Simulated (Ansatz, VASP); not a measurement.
Two plane-wave programs on SiC

INCAR

```
PREC     = Accurate       # precision mode
ENCUT    = 520            # plane-wave cutoff, eV
EDIFF    = 1E-6           # SCF threshold, eV
ISMEAR   = 0              # smearing method
SIGMA    = 0.05           # smearing width, eV
LREAL    = False          # projectors in reciprocal space
LASPH    = True           # aspherical terms in the spheres
NELM     = 60             # most SCF steps
ALGO     = Normal         # electronic algorithm
ISIF     = 2              # what is computed and relaxed
LWAVE    = False          # write WAVECAR
LCHARG   = True           # write CHGCAR
GGA      = PS             # functional
LELF     = True           # ELF
LVHAR    = True         
NBANDS   = 11             # bands
```

File KPOINTS:

```
Automatic mesh
0
Gamma
  12 12 12
```

The input POSCAR:

```
SiC
1.0
    0.0000000000      2.0994910765      2.0994910765
    2.0994910765      0.0000000000      2.0994910765
    2.2163627465      2.2163627465     -0.1168716699
Si C
1 1
Direct
    0.0000000000      0.0000000000      0.0000000000
    0.7500000000      0.7500000000      0.7500000000
```

Input for Ansatz:

```yaml
crystal:
  lattice:
    - [0.0, 2.0994910765, 2.0994910765]
    - [2.0994910765, 0.0, 2.0994910765]
    - [2.2163627465, 2.2163627465, -0.1168716699]
  atoms:
    - { symbol: Si, position: [0.0, 0.0, 0.0] }
    - { symbol: C, position: [0.75, 0.75, 0.75] }
basis:
  ecutwfc: 520.0
kpoints:
  mp_grid: { grid: [12, 12, 12] }
hamiltonian:
  xc: pbesol
  pseudopotentials: { kind: paw, azcp: { folder: soft_1 } }
scf:
  occupations: { method: gaussian, width: 0.05 }
output:
  forces: true
  stress: true
  eigenvalues: true
```

Alike in both runs: task single point; functional PBEsol; k mesh 12 × 12 × 12; occupations gaussian, width 0.05 eV; no spin polarisation.

|  | VASP | Ansatz |
| --- | --- | --- |
| version | VASP 6.6.1 | Ansatz 0.2.0 |
| potentials or method | VASP PAW PBE potentials, release 64 (Si, C) | scalar-relativistic, plane waves, PAW |
| plane-wave cutoff (eV) | 520 | 520 |
| valence electrons in the cell | 8 | 8 |

VASP gave:

| Property | Result |
| --- | --- |
| gap on the k mesh at the Fermi level (eV) | 0.91 |
| least direct gap on the mesh (eV) | 3.94 |
| pressure (GPa) | 9.6 |
| largest component of the traceless stress (GPa) | 14.97 |
| rms of the force components (eV/Å) | 0.373 |

**Question.** Which values does Ansatz return?

**Answer.** gap on the k mesh at the Fermi level (eV): 0.93; least direct gap on the mesh (eV): 3.96; pressure (GPa): 9.2; largest component of the traceless stress (GPa): 14.85; rms of the force components (eV/Å): 0.368.

Atom by atom the forces differ by 0.005 eV/Å (rms over components). With one functional, cell and mesh, what is left measures potentials, basis and numerics. Ansatz warned: «pseudo_functional_mismatch».

Caveats: the PAW data sets were made with another functional, which shifts forces and pressure a little (VASP). A k mesh can miss the band edges.
